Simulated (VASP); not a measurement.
# CdTe: single point with PBEsol

**The experiment to reproduce.**

From a printed reference work, data compilation, for a bulk crystal of CdTe at 0 K: band gap 1.607 eV.

The system is CdTe.

```xyz
2
Lattice="0.0000 3.2447 3.2447 3.2447 0.0000 3.2447 3.2447 3.2447 0.0000" Properties=species:S:1:pos:R:3 pbc="T T T"
Cd    0.0000    0.0000    0.0000
Te    1.6223    1.6223    1.6223
```

```json
{
  "Program": "VASP 6.6.1",
  "Task": "single point",
  "Functional": "PBEsol",
  "Potentials or basis": "VASP PAW PBE potentials, release 64 (Cd, Te)",
  "Cutoff": "520 eV",
  "k mesh": "8 × 8 × 8",
  "Occupations": "gaussian, width 0.02 eV",
  "Spin": "no spin polarisation"
}
```

```json
{
  "Pressure": "0.2 GPa",
  "Band gap on the k mesh": "0.65 eV, direct"
}
```

Levels at points of the mesh, in eV from the valence-band top:
| k point | band 6 | band 7 | band 8 | band 9 | band 10 | band 11 | band 12 | band 13 |
| --- | --- | --- | --- | --- | --- | --- | --- | --- |
| (0.00, 0.00, 0.00) | -7.98 | 0.00 | 0.00 | 0.00 | 0.65 | 4.55 | 4.55 | 4.55 |
| (0.50, 0.00, 0.00) | -7.64 | -4.45 | -0.78 | -0.78 | 1.73 | 5.13 | 5.13 | 6.93 |
| (0.50, 0.50, 0.00) | -7.50 | -4.33 | -1.87 | -1.87 | 2.50 | 2.60 | 8.70 | 9.05 |

Wall time 29 s on 1 thread of Intel(R) Xeon(R) Platinum 8259CL CPU @ 2.50GHz (Skylake/Cascade Lake), with other jobs on the host, peak memory 0.21 GiB.

Against the measured gap of CdTe, 1.607 eV (0 K; a printed reference work, data compilation), the calculated 0.65 eV is off by -0.96 eV. Spin-orbit coupling on Cd, Te is left out. The value is that of PBEsol, without temperature or zero-point motion. Semilocal functionals fall short of measured gaps as a rule.

Caveat: the PAW data sets were made with another functional, which shifts forces and pressure a little; spin-orbit coupling is left out, which moves the levels of the heavy elements.
